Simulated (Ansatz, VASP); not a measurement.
## One calculation of AlFe, two programs

```xyz
2
Lattice="2.8905 0.0000 0.0000 0.0000 2.8905 0.0000 0.0000 0.0000 2.8905" Properties=species:S:1:pos:R:3 pbc="T T T"
Fe    1.4452    1.4452    1.4452
Al    0.0000    0.0000    0.0000
```

Change from the starting cell: volume scaled by 0.98.

Alike in both runs: task single point; functional PBE; k mesh 9 × 9 × 9; occupations fermi-dirac, width 0.05 eV; collinear spin, ferromagnetic start.

|  | VASP | Ansatz |
| --- | --- | --- |
| version | VASP 6.6.1 | Ansatz 0.2.0 |
| potentials or method | VASP PAW PBE potentials, release 64 (Fe, Al) | Ansatz PAW |
| plane-wave cutoff (eV) | 520 | 420 |
| valence electrons in the cell | 11 | 19 |

```tsv
	VASP	Ansatz	Ansatz less VASP
gap on the k mesh at the Fermi level (eV)	none	none	-
pressure (GPa)	-3.0	-3.0	+0.04
net moment per atom (μB)	0.32	0.32	+0.003
```

A gap of «none» marks a metal or a gap that the smearing closes. The two sets of potentials don't hold the same shells in valence.
